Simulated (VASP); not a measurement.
# VO2 (P4_2/mnm) in VASP: further runs

The runs below take VO2 through single point, relaxation of cell and atoms, band structure, with PBE+U.

Everything below comes from runs of VASP 6.6.1. Logs are shortened: lines on timing, memory, paths and dates and some standing lists are left out, and cuts for length are marked.

### 1 Starting point

It takes space group P4_2/mnm (No. 136, tetragonal). Conventional cell: a = 4.530 Å, b = 4.530 Å, c = 2.869 Å, α = 90.00°, β = 90.00°, γ = 90.00°. Around V (site symmetry mmm) lie 6 O at 1.90 to 1.95 Å. O (site symmetry m2m) is surrounded by 3 V at 1.90 to 1.95 Å.

### 2 Single point, PBE+U, collinear spin, ferromagnetic start

INCAR reads:

```
SYSTEM = VO2
ALGO = Normal
AMIX = 0.2
AMIX_MAG = 0.8
BMIX = 1E-4
BMIX_MAG = 1E-4
EDIFF = 1E-6
ENCUT = 600
GGA = PE
ISIF = 2
ISMEAR = 0
ISPIN = 2
KPAR = 4
LASPH = .True.
LCHARG = .False.
LDAU = .True.
LDAUJ = 0 0
LDAUL = 2 -1
LDAUPRINT = 1
LDAUTYPE = 2
LDAUU = 3.25 0
LMAXMIX = 4
LORBIT = 11
LREAL = .False.
LWAVE = .False.
MAGMOM = 1 1 0 0 0 0
NBANDS = 38
NELM = 150
PREC = Accurate
SIGMA = 0.03
```

KPOINTS reads:

```
k-points
0
Gamma
  6 6 10
  0 0 0
```

POSCAR reads:

```
VO2
1.0
    4.5300000000      0.0000000000      0.0000000000
    0.0000000000      4.5300000000      0.0000000000
    0.0000000000      0.0000000000      2.8690000000
V O
2 4
Direct
    0.0000000000      0.0000000000      0.0000000000
    0.5000000000      0.5000000000      0.5000000000
    0.3050000000      0.3050000000      0.0000000000
    0.1950000000      0.8050000000      0.5000000000
    0.6950000000      0.6950000000      0.0000000000
    0.8050000000      0.1950000000      0.5000000000
```

Potentials or basis: VASP PAW PBE potentials, release 64 (V_sv, O).

On the command line:

```console
$ cat potpaw_PBE.64/V_sv/POTCAR potpaw_PBE.64/O/POTCAR > POTCAR
$ mpirun -np 4 vasp_std > vasp.out
```

OUTCAR:

```text
SYSTEM = VO2
   AMIX = 0.2
   AMIX_MAG = 0.8
   EDIFF = 1E-6
   ENCUT = 600
   GGA = PE
   ISIF = 2
   ISMEAR = 0
   ISPIN = 2
   LASPH = .True.
   LORBIT = 11
   LREAL = .False.
   NELM = 150
   PREC = Accurate

 ion  position               nearest neighbor table
   1  0.000  0.000  0.000-   4 1.90   6 1.90   4 1.90   6 1.90   5 1.95   3 1.95
   2  0.500  0.500  0.500-   3 1.90   5 1.90   3 1.90   5 1.90   4 1.95   6 1.95
   3  0.305  0.305  0.000-   2 1.90   2 1.90   1 1.95
   4  0.195  0.805  0.500-   1 1.90   1 1.90   2 1.95
   5  0.695  0.695  0.000-   2 1.90   2 1.90   1 1.95
   6  0.805  0.195  0.500-   1 1.90   1 1.90   2 1.95

  LATTYP: Found a simple tetragonal cell.
 ALAT       =     4.5300000000
 C/A-ratio  =     0.6333333333

  Lattice vectors:

 A1 = (   4.5300000000,   0.0000000000,   0.0000000000)
 A2 = (   0.0000000000,   4.5300000000,   0.0000000000)
 A3 = (   0.0000000000,   0.0000000000,   2.8690000000)

Analysis of symmetry for initial positions (statically):
=====================================================================
 Subroutine PRICEL returns:
 Original cell was already a primitive cell.

 Routine SETGRP: Setting up the symmetry group for a
 simple tetragonal supercell.

 Subroutine GETGRP returns: Found 16 space group operations
 (whereof  8 operations were pure point group operations)
 out of a pool of 16 trial point group operations.

The static configuration has the point symmetry D_2h.
 The point group associated with its full space group is D_4h.

Analysis of symmetry for dynamics (positions and initial velocities):
=====================================================================
 Subroutine PRICEL returns:
 Original cell was already a primitive cell.

 Routine SETGRP: Setting up the symmetry group for a
 simple tetragonal supercell.

 Subroutine GETGRP returns: Found 16 space group operations
 (whereof  8 operations were pure point group operations)
 out of a pool of 16 trial point group operations.

The dynamic configuration has the point symmetry D_2h.
 The point group associated with its full space group is D_4h.

Analysis of structural, dynamic, and magnetic symmetry:
=====================================================================
[... 222 lines left out ...]
  o =  0.3087  v =  0.8161  0.0000  0.5779  0.0000  0.0000  0.0000  0.0000  0.0000  0.0000  0.0000      0.0000  0.0000  0.0000  0.0000  0.0000  0.0000  0.0000  0.0000  0.0000  0.0000
  o =  0.3276  v =  0.0000  0.0000  0.0000  0.0000  0.0000  0.0000  0.7071  0.0000  0.7071 -0.0000      0.0000  0.0000  0.0000  0.0000  0.0000  0.0000  0.0000  0.0000  0.0000  0.0000
  o =  0.3647  v =  0.0000  0.7071  0.0000  0.7071 -0.0000  0.0000  0.0000  0.0000  0.0000  0.0000      0.0000  0.0000  0.0000  0.0000  0.0000  0.0000  0.0000  0.0000  0.0000  0.0000
  o =  0.8819  v =  0.0000 -0.0000  0.0000  0.0000 -1.0000  0.0000  0.0000  0.0000  0.0000  0.0000      0.0000  0.0000  0.0000  0.0000  0.0000  0.0000  0.0000  0.0000  0.0000  0.0000

 number of electron      49.9999986 magnetization       2.0000017

 Free energy of the ion-electron system (eV)
  ---------------------------------------------------
  ext. energy  EPLUGINS =         0.00000000
  ---------------------------------------------------
  free energy    TOTEN  =       -45.77889377 eV

  energy without entropy =      -45.77822699  energy(sigma->0) =      -45.77856038

 E-fermi :   6.5689     XC(G=0): -11.7740

 val. band max:        6.5663263836   @ k =   0.3333   0.1667   0.0000
 cond. band min:       6.5841201035   @ k =   0.3333   0.3333   0.1000
 fundamental gap:      0.0177937199
 Fermi energy:         6.5688986988

 spin component 1

 k-point     1 :       0.0000    0.0000    0.0000
  band No.  band energies     occupation
      1     -60.1945      1.00000
      2     -60.1853      1.00000
      3     -34.1402      1.00000
      4     -34.1212      1.00000
      5     -33.9096      1.00000
      6     -33.9094      1.00000
[... 1913 lines left out ...]
     36      16.6328      0.00000
     37      19.9596      0.00000

 [... further k-points ...]

 [bands above 37 left out]

------------------------ aborting loop because EDIFF is reached ----------------------------------------

  FORCE on cell =-STRESS in cart. coord.  units (eV):
  Direction    XX          YY          ZZ          XY          YZ          ZX
  --------------------------------------------------------------------------------------
  -------------------------------------------------------------------------------------
  Total        4.8810233      4.8810233      6.0486997      0.0000000      0.0000000      0.0000000
  in kB      132.8294929    132.8294929    164.6059964      0.0000000      0.0000000      0.0000000
  external PRESSURE =     143.4216607 kB  Pullay stress =       0.0000000 kB

 VOLUME and BASIS-vectors are now :
 -----------------------------------------------------------------------------
  energy-cutoff  :      600.00
  volume of cell :       58.87
      direct lattice vectors                 reciprocal lattice vectors
     4.530000000  0.000000000  0.000000000     0.220750552  0.000000000  0.000000000
     0.000000000  4.530000000  0.000000000     0.000000000  0.220750552  0.000000000
     0.000000000  0.000000000  2.869000000     0.000000000  0.000000000  0.348553503

 POSITION                                       TOTAL-FORCE (eV/Angst)
 -----------------------------------------------------------------------------------
      0.00000      0.00000      0.00000         0.000000      0.000000     -0.000000
      2.26500      2.26500      1.43450         0.000000      0.000000     -0.000000
      1.38165      1.38165      0.00000         0.120302      0.120302     -0.000000
      0.88335      3.64665      1.43450        -0.120302      0.120302     -0.000000
      3.14835      3.14835      0.00000        -0.120302     -0.120302      0.000000
      3.64665      0.88335      1.43450         0.120302     -0.120302      0.000000
 -----------------------------------------------------------------------------------
    total drift:                                0.000000      0.000000      0.000000

  FREE ENERGIE OF THE ION-ELECTRON SYSTEM (eV)
  ---------------------------------------------------
  free  energy   TOTEN  =       -45.7788937747 eV

  energy  without entropy=      -45.7782269938  energy(sigma->0) =      -45.77856038

 total charge

# of ion       s       p       d       tot
------------------------------------------
    1        2.292   6.355   2.814  11.461
    2        2.292   6.355   2.814  11.461
    3        1.568   3.518   0.000   5.086
    4        1.568   3.518   0.000   5.086
    5        1.568   3.518   0.000   5.086
    6        1.568   3.518   0.000   5.086
--------------------------------------------------
tot         10.855  26.783   5.629  43.266

 magnetization (x)

# of ion       s       p       d       tot
------------------------------------------
    1        0.009   0.008   1.023   1.040
    2        0.009   0.008   1.023   1.040
    3       -0.002  -0.037   0.000  -0.039
    4       -0.002  -0.037   0.000  -0.039
    5       -0.002  -0.037   0.000  -0.039
    6       -0.002  -0.037   0.000  -0.039
--------------------------------------------------
tot          0.010  -0.130   2.046   1.926
```

Run time: 2.5 min. Hardware: 4 MPI ranks of Intel Xeon Platinum 8488C (Sapphire Rapids), shared host; peak memory 0.36 GiB.

Results:

- Free energy: -45.7789 eV
- Pressure: 14.3 GPa
- Largest force: 0.170 eV/Å
- Band gap on the k mesh: none (metal or under the smearing width)
- Net moment: 2.00 μB per cell
- Site moments: V +1.04; O -0.04 μB
- Valence electrons inside the program's atomic spheres: V 11.46; O 5.09

Forces in eV/Å, atoms in the order of the input:
```
V    0.000  0.000  0.000
V    0.000  0.000  0.000
O    0.120  0.120  0.000
O   -0.120  0.120  0.000
O   -0.120 -0.120  0.000
O    0.120 -0.120  0.000
```

Stress tensor (GPa, compression positive):
```
13.28  0.00  0.00
 0.00 13.28  0.00
 0.00  0.00 16.46
```

Eigenvalues of the final occupation matrices:
| site | spin | trace | eigenvalues |
| --- | --- | --- | --- |
| site 1 d | 1 | 1.94 | 0.16 0.22 0.31 0.36 0.88 |
| site 1 d | 2 | 0.91 | 0.09 0.10 0.12 0.27 0.33 |
| site 2 d | 1 | 1.94 | 0.16 0.22 0.31 0.36 0.88 |
| site 2 d | 2 | 0.91 | 0.09 0.10 0.12 0.27 0.33 |

### 3 Relaxation of cell and atoms, PBE+U, collinear spin, ferromagnetic start

INCAR reads:

```
SYSTEM = VO2
PREC     = Accurate       ! precision mode
ENCUT    = 600            ! plane-wave cutoff, eV
EDIFF    = 1E-6           ! SCF threshold, eV
ISMEAR   = 0              ! smearing method
SIGMA    = 0.03           ! smearing width, eV
LREAL    = .False.        ! projectors in reciprocal space
LASPH    = .True.         ! aspherical terms in the spheres
NELM     = 150            ! most SCF steps
ALGO     = Normal         ! electronic algorithm
ISIF     = 3              ! what is computed and relaxed
LWAVE    = .False.        ! write WAVECAR
LCHARG   = .False.        ! write CHGCAR
ISPIN    = 2              ! spin polarisation
MAGMOM   = 1 1 0 0 0 0    ! initial moments
LORBIT   = 11             ! projections on sites
LMAXMIX  = 4              ! l up to which the mixer works
LDAU     = .True.         ! DFT+U
LDAUTYPE = 2            
LDAUL    = 2 -1           ! shell
LDAUU    = 3.25 0         ! U, eV
LDAUJ    = 0 0          
LDAUPRINT= 1            
GGA      = PE             ! functional
IBRION   = 2              ! ionic algorithm
NSW      = 90             ! ionic steps
EDIFFG   = -0.01          ! ionic threshold
AMIX     = 0.2          
BMIX     = 1E-4         
AMIX_MAG = 0.8          
BMIX_MAG = 1E-4         
KPAR     = 4
```

KPOINTS reads:

```
regular mesh
0
Gamma
  6 6 10
  0 0 0
```

POSCAR is that of step 2.

Potentials or basis: VASP PAW PBE potentials, release 64 (V_sv, O).

On the command line:

```console
$ cat potpaw_PBE.64/V_sv/POTCAR potpaw_PBE.64/O/POTCAR > POTCAR
$ mpirun -np 4 vasp_std > vasp.out
```

Wall time 4.8 min (4 MPI ranks of Intel Xeon Platinum 8488C (Sapphire Rapids), shared host); peak memory 0.33 GiB.

The run converged. Its results:

```yaml
Free_energy: -45.9742 eV
Relaxed_volume: 10.50 Å³/atom
Relaxed_cell: a = 4.624 Å, b = 4.624 Å, c = 2.947 Å, α = 90.00°, β = 90.00°, γ = 90.00°
Space_group_after_relaxing_to_0.05_Å: P4_2/mnm (No. 136)
Energy_gained_by_relaxing: 32.3 meV/atom
Ionic_steps: 8
Pressure_after_relaxing: 0.0 GPa
Band_gap_on_the_k_mesh: 0.04 eV, indirect (least direct gap 0.05 eV)
Net_moment: 2.00 μB per cell
Site_moments: V +1.00; O -0.02 μB
Valence_electrons_inside_the_program's_atomic_spheres: V 11.31; O 5.05
```

Stress tensor (GPa, compression positive):
```
-0.08  0.00  0.00
 0.00 -0.08  0.00
 0.00  0.00  0.10
```

Step by step:
```tsv
step	energy change (eV)	largest force (eV/Å)	pressure (GPa)	volume (Å³)
1	0.0000	0.0184	13.57	58.87
2	-0.0156	0.9037	-11.47	66.24
3	-0.1563	0.6264	-0.32	62.59
4	-0.1913	0.0882	-1.38	63.43
5	-0.1914	0.0684	-1.44	63.46
6	-0.1915	0.0832	1.49	62.66
7	-0.1934	0.0068	0.03	63.05
8	-0.1937	0.0004	-0.02	63.02
```

Final structure:
```yaml
crystal:
  lattice:
    - [4.62443, 0.00000, 0.00000]
    - [0.00000, 4.62443, 0.00000]
    - [0.00000, 0.00000, 2.94698]
  atoms:
    - { symbol: V, position: [0.00000, 0.00000, 0.00000] }
    - { symbol: V, position: [0.50000, 0.50000, 0.50000] }
    - { symbol: O, position: [0.30960, 0.30960, 0.00000] }
    - { symbol: O, position: [0.19040, 0.80960, 0.50000] }
    - { symbol: O, position: [0.69040, 0.69040, 0.00000] }
    - { symbol: O, position: [0.80960, 0.19040, 0.50000] }
```

Levels at points of the mesh, in eV from the valence-band top:
Spin up:
```tsv
k point	band 22	band 23	band 24	band 25	band 26	band 27	band 28	band 29	band 30	band 31
(0.00, 0.00, 0.00)	-2.03	-1.64	-1.64	-0.83	0.00	0.05	0.09	0.09	0.24	2.03
(0.50, 0.00, 0.00)	-2.97	-2.13	-2.13	-0.55	-0.55	0.54	0.54	0.75	0.75	3.38
(0.50, 0.50, 0.00)	-2.68	-2.27	-2.27	-0.03	-0.03	0.10	0.10	0.11	0.11	3.06
(0.00, 0.00, 0.50)	-4.15	-2.90	-2.90	-1.23	-1.23	0.69	0.69	1.51	1.51	3.07
(0.50, 0.00, 0.50)	-3.86	-2.19	-2.19	-2.16	-2.16	0.71	0.71	1.37	1.37	2.15
(0.50, 0.50, 0.50)	-3.37	-2.13	-2.13	-1.31	-1.31	0.77	0.77	1.07	1.07	3.07
```
Spin down:
```
           k point  band 22  band 23  band 24  band 25  band 26  band 27
(0.00, 0.00, 0.00)    -1.64    -1.64    -1.14     0.69     0.75     0.98
(0.50, 0.00, 0.00)    -2.95    -1.91    -1.91     1.28     1.28     1.38
(0.50, 0.50, 0.00)    -2.73    -2.29    -2.29     0.68     0.68     0.99
(0.00, 0.00, 0.50)    -3.14    -2.79    -2.79     1.44     1.44     2.17
(0.50, 0.00, 0.50)    -3.22    -2.15    -2.15     1.22     1.22     1.48
(0.50, 0.50, 0.50)    -2.18    -2.07    -2.07     1.52     1.52     1.78
```

Eigenvalues of the final occupation matrices:
```
    site  spin  trace               eigenvalues
site 1 d     1   1.87  0.11 0.19 0.28 0.36 0.93
site 1 d     2   0.88  0.08 0.09 0.13 0.26 0.32
site 2 d     1   1.87  0.11 0.19 0.28 0.36 0.93
site 2 d     2   0.88  0.08 0.09 0.13 0.26 0.32
```

A k mesh can miss the band edges. The state reached can hang on the start; a lower one may exist.

### 4 Relaxation of cell and atoms, PBE+U, collinear spin, ferromagnetic start

This run uses another cell than the first one, of 10.50 Å³/atom, 1.070 times its volume.

INCAR, as its differences from that of step 3:

```diff
@@ -3,3 +3,3 @@
 ENCUT    = 600            ! plane-wave cutoff, eV
-EDIFF    = 1E-6           ! SCF threshold, eV
+EDIFF    = 1E-7           ! SCF threshold, eV
 ISMEAR   = 0              ! smearing method
@@ -26,3 +26,3 @@
 NSW      = 90             ! ionic steps
-EDIFFG   = -0.01          ! ionic threshold
+EDIFFG   = -0.005         ! ionic threshold
 AMIX     = 0.2
```

KPOINTS is that of step 3.

POSCAR reads:

```
VO2                                     
1.0
    4.6244257527     -0.0000000000      0.0000000000
   -0.0000000000      4.6244257527      0.0000000000
    0.0000000000      0.0000000000      2.9469785544
  V               O             
     2     4
Direct
     0.0000000000000000    0.0000000000000000    0.0000000000000000
     0.5000000000000000    0.5000000000000000    0.5000000000000000
     0.3095991347543786    0.3095991347543786    0.0000000000000000
     0.1904008652456214    0.8095991347543785    0.5000000000000000
     0.6904008652456215    0.6904008652456215    1.0000000000000000
     0.8095991347543785    0.1904008652456214    0.5000000000000000
```

On the command line:

```console
$ cat potpaw_PBE.64/V_sv/POTCAR potpaw_PBE.64/O/POTCAR > POTCAR
$ mpirun -np 4 vasp_std > vasp.out
```

Run time: 5 min. Hardware: 4 MPI ranks of Intel Xeon Platinum 8488C (Sapphire Rapids), shared host; peak memory 0.36 GiB.

The run converged. Its results:

```
Free energy                                           : -46.6019 eV
Relaxed volume                                        : 10.28 Å³/atom
Relaxed cell                                          : a = 4.507 Å, b = 4.507 Å, c = 3.035 Å, α = 90.00°, β = 90.00°, γ = 90.00°
Space group after relaxing (to 0.05 Å)                : P4_2/mnm (No. 136)
Energy gained by relaxing                             : 38.2 meV/atom
Ionic steps                                           : 9
Pressure after relaxing                               : 0.0 GPa
Largest force after relaxing                          : 0.004 eV/Å
Band gap on the k mesh                                : 0.95 eV, indirect (least direct gap 1.19 eV)
Net moment                                            : 2.00 μB per cell
Site moments                                          : V +1.07; O -0.05 μB
Valence electrons inside the program's atomic spheres : V 11.32; O 5.05
```

Forces on the atoms (eV/Å):
```
V    0.000  0.000  0.000
V    0.000  0.000  0.000
O    0.003  0.003  0.000
O   -0.003  0.003  0.000
O   -0.003 -0.003  0.000
O    0.003 -0.003  0.000
```

The path:
| step | energy change (eV) | largest force (eV/Å) | pressure (GPa) | volume (Å³) |
| --- | --- | --- | --- | --- |
| 1 | 0.0000 | 1.0404 | -0.15 | 63.02 |
| 2 | -0.1990 | 0.2143 | -3.86 | 62.90 |
| 3 | -0.2126 | 0.0529 | -4.21 | 62.84 |
| 4 | -0.1965 | 0.2126 | 5.83 | 60.17 |
| 5 | -0.2273 | 0.1049 | -0.32 | 61.73 |
| 6 | -0.2289 | 0.0230 | -0.07 | 61.67 |
| 7 | -0.2289 | 0.0033 | -0.01 | 61.66 |
| 8 | -0.2289 | 0.0058 | -0.01 | 61.66 |
| 9 | -0.2289 | 0.0037 | 0.01 | 61.65 |

Final structure:
```xyz
6
Lattice="4.5067 0.0000 0.0000 0.0000 4.5067 0.0000 0.0000 0.0000 3.0354" Properties=species:S:1:pos:R:3 pbc="T T T"
V     0.0000    4.5067    0.0000
V     2.2533    2.2533    1.5177
O     1.3494    1.3494    0.0000
O     0.9039    3.6028    1.5177
O     3.1572    3.1572    0.0000
O     3.6028    0.9039    1.5177
```

Levels at points of the mesh, in eV from the valence-band top:
Spin up:
```
           k point  band 22  band 23  band 24  band 25  band 26  band 27  band 28  band 29  band 30  band 31
(0.00, 0.00, 0.00)    -1.04    -0.94    -0.54    -0.54     0.00     1.19     1.32     1.32     2.36     3.33
(0.50, 0.00, 0.00)    -2.19    -0.83    -0.83    -0.60    -0.60     1.97     1.97     2.36     2.36     4.36
(0.50, 0.50, 0.00)    -1.76    -1.41    -1.41    -1.32    -1.32     1.35     1.35     2.72     2.72     3.75
(0.00, 0.00, 0.50)    -2.75    -1.59    -1.59    -0.80    -0.80     2.13     2.13     2.65     2.65     3.69
(0.50, 0.00, 0.50)    -2.29    -1.12    -1.12    -0.81    -0.81     0.95     0.95     2.80     2.80     3.29
(0.50, 0.50, 0.50)    -1.56    -0.80    -0.80    -0.71    -0.71     1.78     1.78     2.10     2.10     4.24
```
Spin down:
```tsv
k point	band 22	band 23	band 24	band 25	band 26	band 27
(0.00, 0.00, 0.00)	-0.65	-0.65	-0.15	2.06	2.11	2.11
(0.50, 0.00, 0.00)	-2.14	-0.90	-0.90	2.72	2.72	3.06
(0.50, 0.50, 0.00)	-1.80	-1.47	-1.47	2.14	2.14	2.58
(0.00, 0.00, 0.50)	-2.72	-1.62	-1.62	2.83	2.83	3.27
(0.50, 0.00, 0.50)	-2.13	-1.23	-1.23	1.76	1.76	3.45
(0.50, 0.50, 0.50)	-1.55	-0.78	-0.78	2.48	2.48	2.80
```

Eigenvalues of the final occupation matrices:
| site | spin | trace | eigenvalues |
| --- | --- | --- | --- |
| site 1 d | 1 | 1.90 | 0.14 0.17 0.28 0.38 0.93 |
| site 1 d | 2 | 0.85 | 0.05 0.11 0.12 0.26 0.30 |
| site 2 d | 1 | 1.90 | 0.14 0.17 0.28 0.38 0.93 |
| site 2 d | 2 | 0.85 | 0.05 0.11 0.12 0.26 0.30 |

A k mesh can miss the band edges. The state reached can hang on the start; a lower one may exist.

(Continued in part 2 of 2.)
